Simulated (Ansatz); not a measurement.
A run of Ansatz 0.2.0:

Contents of input.yaml:

```yaml
crystal:
  lattice:
    - [2.5340966698, 0.0, 0.0]
    - [-1.2670483349, 2.1945920917, 0.0]
    - [0.0, 0.0, 4.112571]
  atoms:
    - { symbol: Cu, position: [0.6666666667, 0.3333333333, 0.75] }
    - { symbol: Cu, position: [0.3333333333, 0.6666666667, 0.25] }
hamiltonian:
  xc: pbesol
  pseudopotentials: { kind: paw }
  dispersion: d3bj
kpoints:
  mp_grid: { grid: [12, 12, 7] }
scf:
  occupations: { method: fermi_dirac, width: 0.05 }
output:
  forces: true
  stress: true
  eigenvalues: true
  write_density: true
  write_potential: true
  elf: true
  volumetric_format: npy
relax:
  f_tol: 0.01
  max_steps: 40
  cell: { stress_tol: 0.05 }
```

Potentials or basis: Ansatz PAW.

Run with:

```sh
$ ansatz run input.yaml --threads 2 --pin off --max-ram 5632MiB --backend cpu --events-out ev --progress --plain --runs-dir out
```

Hardware: 2 threads of AMD EPYC 9R45 96-Core Processor (Zen 5), with other jobs on the host.

Task: How long does it take, and how much memory?

Result: It took 2 s on 2 threads of AMD EPYC 9R45 96-Core Processor (Zen 5) (shared host), peak memory 0.37 GiB. Counts: scf iterations 30, plane waves 391, k points 76, bands 23, ion steps 5.
